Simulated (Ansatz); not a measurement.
## Perturbing ZnS

Base: an entry of the Crystallography Open Database (COD), its atoms then relaxed with PBE in this cell.

```
Zn S
1.0
     3.82000    0.00000    0.00000
    -1.91000    3.30822    0.00000
     0.00000    0.00000   24.96000
Zn S
8 8
Direct
  0.00000 0.00000 0.00000
  0.00000 0.00000 0.50000
  0.33333 0.66667 0.12493
  0.66667 0.33333 0.62493
  0.33333 0.66667 0.37509
  0.66667 0.33333 0.87509
  0.33333 0.66667 0.75001
  0.66667 0.33333 0.25001
  0.00000 0.00000 0.09376
  0.00000 0.00000 0.59376
  0.33333 0.66667 0.21869
  0.66667 0.33333 0.71869
  0.33333 0.66667 0.46883
  0.66667 0.33333 0.96883
  0.33333 0.66667 0.84389
  0.66667 0.33333 0.34389
```

Sites (sets of like atoms) are named by element and the number of their first atom in this list.

All values are calculated (Ansatz; DFT, PBE, plane waves and PAW (field gradients read without the response of the frozen cores, which leaves them typically 4 to 6 % off), scalar-relativistic, 420 eV cutoff, Γ-centred 8×8×2 k-points, Fermi–Dirac smearing 0.02 eV), not measured.

Task: Variant: z stretched by 4 %, ions relaxed. What happens to the gradients (10²¹ V/m²)?

Result: 

| site | atoms | V_zz base | η base | V_zz variant | η variant |
| --- | --- | --- | --- | --- | --- |
| Zn1 | 1, 2 | 0.041 | 0.00 | 0.40 | 0.00 |
| Zn3 | 3, 4 | 0.057 | 0.00 | 0.41 | 0.00 |
| Zn5 | 5, 6 | 0.083 | 0.00 | 0.45 | 0.00 |
| Zn7 | 7, 8 | -0.057 | 0.00 | 0.35 | 0.00 |
| S9 | 9, 10 | -0.019 | 0.00 | 1.26 | 0.00 |
| S11 | 11, 12 | 0.060 | 0.00 | 1.34 | 0.00 |
| S13 | 13, 14 | -0.009 | 0.00 | 1.28 | 0.00 |
| S15 | 15, 16 | 0.14 | 0.00 | 1.38 | 0.00 |

The largest change of V_zz is on S13, from -0.009 to 1.28. Small gradients that grow severalfold: S15 (0.14 to 1.38), S11 (0.060 to 1.34), S9 (-0.019 to 1.26). V_zz changes sign on Zn7 (same axis).
